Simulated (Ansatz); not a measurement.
Seebeck coefficient (μV/K, mean over directions) of n-type AlSb (F-43m) against carrier density, r2SCAN with spin-orbit coupling, rigid bands run with Ansatz (a program for electronic structure). Computed gap 1.30 eV; densities at which minority carriers matter at this gap, or further valleys turn the trend, are left out. Conductivity mass 0.35 mₑ (harmonic mean over directions), N_c = 4.2e19 cm⁻³ at 300 K.

```tsv
electron density	300 K	500 K
1e16 cm⁻³	?	?
1e17 cm⁻³	-722	-793
1e18 cm⁻³	-524	-594
3e18 cm⁻³	-430	-500
1e19 cm⁻³	-327	-397
3e19 cm⁻³	-236	-304
1e20 cm⁻³	-144	-209
3e20 cm⁻³	-83	-138
1e21 cm⁻³	?	-91
```

### Question
Some entries are withheld; supply them.

### Answer

- 1e16 cm⁻³, 300 K: -921
- 1e16 cm⁻³, 500 K: -991
- 1e21 cm⁻³, 300 K: -58

Rigid bands with a gap fixed in temperature, one relaxation time for all states, no polarons or phonon drag, and whether or not such doping can be reached.
